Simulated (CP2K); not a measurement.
The system is Hf.

```
Hf
1.0
     2.88012    0.00000    0.00000
    -1.01376    2.92235    0.00000
    -0.98838   -1.19151    2.76816
Hf
1
Direct
  0.00000 0.00000 0.00000
```

This isn't the form of Hf at room conditions, which is hcp.

Program: CP2K 2026.2. Alike in all runs: potentials or basis POTENTIAL_UZH Hf GTH-PBE-q12; TZVP-MOLOPT-PBE-GTH basis; no spin polarisation; cell as given; k mesh 11 × 10 × 10; smearing fermi-dirac 0.05 eV.

**Question.** Order these runs on this cell by their pressure, lowest first.
A. level PBE
B. level WC
C. level vdW-DF2; cutoff of the non-local correlation (Ry) 300
D. level LDA; points a segment of the path (NPOINTS) 10; bands added on the path 6

**Answer.** D (-9.1 GPa), B (-6.3 GPa), A (-3.0 GPa), C (1.5 GPa).

Caveats: the basis of atomic orbitals isn't converged, which shifts pressures, moduli and gaps; the potentials were made for another functional, which shifts forces and pressure (some runs).
